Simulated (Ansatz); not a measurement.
Here is an Ansatz 0.2.0 calculation.

Contents of input.yaml:

```yaml
crystal:
  lattice:
    - [3.9047, 0.0, 0.0]
    - [0.0, 3.9047, 0.0]
    - [0.0, 0.0, 3.9047]
  atoms:
    - { symbol: Te, position: [0.5, 0.5, 0.5] }
    - { symbol: Sn, position: [0.0, 0.0, 0.0] }
hamiltonian:
  xc: pbe
  pseudopotentials: { kind: paw }
kpoints:
  mp_grid: { grid: [7, 7, 7] }
scf:
  occupations: { method: gaussian, width: 0.013 }
output:
  forces: true
  stress: true
  eigenvalues: true
```

Potentials or basis: Ansatz PAW.

The run is started by

```bash
$ ansatz run input.yaml --threads 2 --pin off --max-ram 5632MiB --backend cpu --events-out ev --progress --plain --runs-dir out
```

Q: Predict the band gap on the k mesh.

A: None (metal or under the smearing width).

Q: Predict the pressure.

A: -1.1 GPa.

Spin-orbit coupling is left out, which matters for the levels of Te.
